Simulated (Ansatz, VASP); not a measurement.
# KBr: VASP beside Ansatz, part 2 of 2

Wanted: the spread between two codes on one cell, functional and k mesh.

VASP 6.6.1 and Ansatz 0.2.0.

So far. Step 3 (VASP: single point, PBEsol): The run ends at a pressure of -0.23 GPa. Step 7 (Ansatz: single point, LDA, volume scaled by 1.03): The run ends at a pressure of -0.64 GPa.

### Step 9. VASP: single point, r2SCAN, volume scaled by 1.015

Level of this step: r2SCAN; plane waves and PAW (Br, K_sv) (VASP).

With cell and atoms fixed, the geometry can't cause a difference; cores, projectors, grids and the points listed under the comparison can. The cell compared in this pair holds 73.26 Å³, against 66.93 Å³ for the pair before.

The input asks for a relaxation, which ended at its first step since no free force or stress exceeded the threshold; so it serves as a single point.

The input, INCAR:

```
SYSTEM = KBr
PREC = Accurate
ENCUT = 500
EDIFF = 1E-06
NELM = 100
ISMEAR = 0
SIGMA = 0.03
LREAL = .FALSE.
ALGO = Normal
METAGGA = R2SCAN
LASPH = .TRUE.
NBANDS = 14
LORBIT = 11
LWAVE = .FALSE.
LCHARG = .FALSE.
KPAR = 4
IBRION = 2
NSW = 30
ISIF = 4
EDIFFG = -0.01
```

The input, POSCAR:

```
KBr
1.0
    0.0000000000      3.3210522951      3.3210522951
    3.3210522951      0.0000000000      3.3210522951
    3.3210522951      3.3210522951      0.0000000000
Br K
1 1
Direct
    0.5000000000      0.5000000000      0.5000000000
    0.0000000000      0.0000000000      0.0000000000
```

The input, KPOINTS:

```
Automatic mesh
0
Gamma
6 6 6
0 0 0
```

Potentials, in the order of the species: Br and K_sv (PBE family, release 64).

Launch:

```console
> mpirun -np 4 vasp_std
```

Numbers of over 12 decimals in the logs are rounded to 6 here.

What it wrote:

```text
[banner, memory and clock lines left out]
running    4 mpi-ranks, on    1 nodes
[...]
[... a notice as in an earlier step ...]

 LDA part: xc-table for (None), standard interpolation
 POSCAR, INCAR and KPOINTS ok, starting setup
[...]
entering main loop
       N       E                     dE             d eps       ncg     rms          rms(c)
DAV:   1     0.809393585463E+02    0.80939E+02   -0.68859E+03   448   0.993E+02
DAV:   2    -0.203149567764E+02   -0.10125E+03   -0.94414E+02   600   0.248E+02
DAV:   3    -0.267503662491E+02   -0.64354E+01   -0.63958E+01   610   0.543E+01
DAV:   4    -0.270114120733E+02   -0.26105E+00   -0.26094E+00   718   0.979E+00
[...]
DAV:  10    -0.232475242113E+02   -0.14996E-03   -0.97522E-05   610   0.787E-02    0.546E-02
DAV:  11    -0.232476624651E+02   -0.13825E-03   -0.11499E-04   472   0.103E-01    0.735E-03
DAV:  12    -0.232476618282E+02    0.63696E-06   -0.25896E-06   588   0.115E-02
   1 F= -.23247662E+02 E0= -.23247662E+02  d E =-.232477E+02
[...]
reached required accuracy - stopping structural energy minimisation
```

From OUTCAR (step 9):

```text
  Total       -0.1057815     -0.1057815     -0.1057815      0.0000000     -0.0000000      0.0000000
  in kB       -2.3134654     -2.3134654     -2.3134654      0.0000000     -0.0000000      0.0000000
  external PRESSURE =      -2.3134654 kB  Pullay stress =       0.0000000 kB

 POSITION                                       TOTAL-FORCE (eV/Angst)
 -----------------------------------------------------------------------------------
      3.32105      3.32105      3.32105        -0.000000     -0.000000      0.000000
      0.00000      0.00000      0.00000         0.000000      0.000000     -0.000000
 -----------------------------------------------------------------------------------
    total drift:                                0.000000      0.000000      0.000000

  FREE ENERGIE OF THE ION-ELECTRON SYSTEM (eV)
  ---------------------------------------------------
  free  energy   TOTEN  =       -23.2476618282 eV

  energy  without entropy=      -23.2476618282  energy(sigma->0) =      -23.24766183

[... 2 parts as in an earlier step ...]

[... 2 further parts left out ...]
[key lines of the parts left out:]
E-fermi :  -2.0049
```

### Step 10. Ansatz: single point, r2SCAN, volume scaled by 1.015

The same cell, functional, mesh and smearing now go to Ansatz, which takes its cutoff from its data sets.

The cell is a member of a volume series, scaled by 1.015 from a relaxed one, so a pressure remains.

The input, input.yaml:

```yaml
crystal:
  lattice:
    - [0.0, 3.3210523, 3.3210523]
    - [3.3210523, 0.0, 3.3210523]
    - [3.3210523, 3.3210523, 0.0]
  atoms:
    - { symbol: Br, position: [0.5, 0.5, 0.5] }
    - { symbol: K, position: [0.0, 0.0, 0.0] }
hamiltonian:
  xc: r2scan
  pseudopotentials: { kind: paw }
kpoints:
  mp_grid: { grid: [6, 6, 6] }
scf:
  occupations: { method: gaussian, width: 0.03 }
  n_extra_bands: 4
output:
  forces: true
  stress: true
  eigenvalues: true
  write_density: true
  write_potential: true
  elf: true
  volumetric_format: npy
```

Launch:

```console
> ansatz run input.yaml --threads 2 --pin off --max-ram 4608MiB --backend cpu --events-out ev --progress --plain --runs-dir out
```

What it wrote:

```text
[...]
Crystal: 2 atoms, lattice volume = 73.258 Å³
Basis set: ecut = 500 eV, 1837 PW (Γ), exchange–correlation on 144×144×144 points (64 copies of the dense FFT grid, shifted against one another)
Bands: 12, of which v1, the nominal top of the filled ones, is band 8 counted from 1 (7 counted from 0)
Symmetry: 48 space group operations
[...]
k-points: 16 of 216
[...]
P = ⅓ Tr σ = -0.2293 GPa (-2.293 kbar)
--- Band table (eV; the first three rows and the last of 16) ---
  k-point 0: bands = [... 4 lower, -11.0195, 0.5376, 0.5376, 0.5376, 5.5609, 8.7698, 8.7698, 8.7698]
  k-point 1: bands = [... 4 lower, -10.9569, 0.1952, 0.4544, 0.4544, 6.2004, 8.5825, 9.1015, 9.1015]
  k-point 2: bands = [... 4 lower, -10.8419, -0.3577, 0.2972, 0.2972, 7.2739, 8.8100, 9.9891, 9.9891]
  k-point 15: bands = [... 4 lower, -10.9603, -0.1578, 0.0830, 0.0985, 7.6509, 9.2230, 9.3630, 10.5567]
[key lines of the parts left out:]
SCF converged after 6 iterations
Free energy (F): -4339.312484 eV
Fermi energy:    3.049317 eV
```

Run time: 3.8 s. Hardware: 2 threads of Arm Neoverse N1, shared host; peak memory 0.47 GiB; 6.8 s of CPU time.

The run ends at a pressure of -0.23 GPa.

### Step 11. Side by side

What differs besides the data sets and the points named for the pairs above, as far as they apply: VASP keeps PBE cores, Ansatz makes them for the functional. Total energies have different zeros and are not compared.

Both answers:

```
              quantity  Ansatz   VASP  difference
        pressure (GPa)   -0.23  -0.23        0.00
gap on the k mesh (eV)   5.023  5.025      -0.002
```

A gap on the mesh is an upper bound, since the band edges may lie between its points. Ansatz's pressure holds a Pulay correction of 0.02 GPa; VASP's holds none.

### Step 12. Outcome

* difference in gap on the k mesh (single point, PBEsol): 0.0057 eV
* difference in gap on the k mesh (single point, LDA, volume scaled by 1.03): -0.0083 eV
* difference in gap on the k mesh (single point, r2SCAN, volume scaled by 1.015): -0.0021 eV

**Reading.** The difference in gap on the k mesh is -0.0083 eV (single point, LDA, volume scaled by 1.03), within the 0.08 eV picked in this series as the mark of a large difference. Single point, PBEsol, Ansatz's all-electron LAPW method: the difference in pressure goes from -0.0044 to -0.0078 GPa. 2 further runs of this series are not shown here. Such differences can come from data sets, numerical settings and the points named under the comparisons, not from the functional's error against experiment.

[Lines on the potential files, build, host, timing and source positions are cut from VASP's logs without a mark.]

[Logs are printed without paths, hosts, clocks, repeated set-up lines and the standing remarks that a program may print on its own settings, such as how far it seeks lower states.]

[Hosts, paths, dates, database ids (printed as entryN), source tags and the programs' standing remarks are cut or masked in the printed files.]
